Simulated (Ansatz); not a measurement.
## BeS: one input, then a changed one

The cell is COD entry 9008836, as deposited and not checked against the literature; nothing was relaxed. It is an old determination, and later ones may differ. The listed cell was then made from it by scaling, straining or moving an atom.

First run: DFT, PBE, PAW with Ansatz's default frozen-core files, scalar-relativistic (Ansatz 0.2.0).

Command: `ansatz run input.yaml --threads 1 --pin off --max-ram 2048MiB --backend cpu --events-out ev --progress --plain --runs-dir out` The run took 1.1 s on 1 thread of Intel(R) Xeon(R) 6975P-C (Granite Rapids), with other jobs on the host, peak memory 0.35 GiB.

```yaml
crystal:
  lattice:
    - [0.0, 2.4087243418, 2.4087243418]
    - [2.4087243418, 0.0, 2.4087243418]
    - [2.4087243418, 2.4087243418, 0.0]
  atoms:
    - { symbol: Be, position: [0.0, 0.0, 0.0] }
    - { symbol: S, position: [0.75, 0.75, 0.75] }
kpoints:
  mp_grid: { grid: [9, 9, 9] }
scf:
  occupations: { method: fermi_dirac, width: 0.02 }
hamiltonian:
  xc: pbe
  pseudopotentials: { kind: paw }
output:
  forces: true
  stress: true
  eigenvalues: true
  efg: { contact_densities: true }
```

Result: converged; pressure 3.61 GPa; gap on the k mesh 3.16 eV (the mesh can miss the band edges); 6 SCF iterations.

The input is then changed:

```diff
@@ -7,4 +7,5 @@
     - { symbol: Be, position: [0.0, 0.0, 0.0] }
     - { symbol: S, position: [0.75, 0.75, 0.75] }
+  symmetry: { detect: false }
 kpoints:
   mp_grid: { grid: [9, 9, 9] }
@@ -13,5 +14,5 @@
 hamiltonian:
   xc: pbe
-  pseudopotentials: { kind: paw }
+  pseudopotentials: { kind: paw_fr }
 output:
   forces: true
@@ -19,3 +20,6 @@
   eigenvalues: true
   efg: { contact_densities: true }
+magnetization:
+  noncollinear: true
+  spin_orbit: true
```

(1) Predict the outcome of the changed run.

## Answers

(1) It converged; pressure 3.61 GPa; gap on the k mesh 3.13 eV (the mesh can miss the band edges); 8 SCF iterations.
